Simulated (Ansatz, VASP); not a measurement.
## PbO: VASP beside Ansatz

```
CELL_PARAMETERS angstrom
3.97440 0.00000 0.00000
0.00000 3.97440 0.00000
0.00000 0.00000 5.02200
ATOMIC_POSITIONS crystal
Pb 0.00000 0.50000 0.23510
Pb 0.50000 0.00000 0.76490
O 0.00000 0.00000 0.00000
O 0.50000 0.50000 0.00000
```

Alike in both runs: task single point; functional LDA; k mesh 8 × 8 × 6; occupations gaussian, width 0.05 eV; no spin polarisation.

|  | VASP | Ansatz |
| --- | --- | --- |
| version | VASP 6.6.1 | Ansatz 0.2.0 |
| potentials or method | VASP PAW LDA potentials, release 64 (Pb_d, O) | scalar-relativistic, plane waves, PAW |
| plane-wave cutoff (eV) | 520 | 420 |
| valence electrons in the cell | 40 | 40 |

|  | VASP | Ansatz | Ansatz less VASP |
| --- | --- | --- | --- |
| gap on the k mesh at the Fermi level (eV) | 1.18 | 1.20 | +0.021 |
| least direct gap on the mesh (eV) | 2.22 | 2.24 | +0.019 |
| pressure (GPa) | -1.6 | -1.8 | -0.23 |
| largest component of the traceless stress (GPa) | 0.32 | 0.32 | +0.003 |
| rms of the force components (eV/Å) | 0.038 | 0.069 | +0.0307 |

Atom by atom the forces differ by 0.031 eV/Å (rms over components).

Caveats: spin-orbit coupling is left out, which as a rule narrows the gap of such compounds by several tenths of an eV. A k mesh can miss the band edges. A hybrid or GW would open this gap; LDA tends to underestimate it.
